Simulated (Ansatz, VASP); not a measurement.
**Rb: VASP beside Ansatz**

```xyz
1
Lattice="-2.8359 2.8359 2.8359 2.8359 -2.8359 2.8359 2.8359 2.8359 -2.8359" Properties=species:S:1:pos:R:3 pbc="T T T"
Rb    0.0000    0.0000    0.0000
```

Alike in both runs: task single point; functional PBE; k mesh 8 × 8 × 8; occupations fermi-dirac, width 0.03 eV; no spin polarisation.

|  | VASP | Ansatz |
| --- | --- | --- |
| version | VASP 6.6.1 | Ansatz 0.2.0 |
| potentials or method | VASP PAW PBE potentials, release 64 (Rb_sv) | plane waves (420 eV) with PAW, scalar-relativistic |
| plane-wave cutoff (eV) | 520 | 420 |
| valence electrons in the cell | 9 | 9 |

```csv
,VASP,Ansatz,Ansatz less VASP
pressure (GPa),0.0,0.0,0.00
```
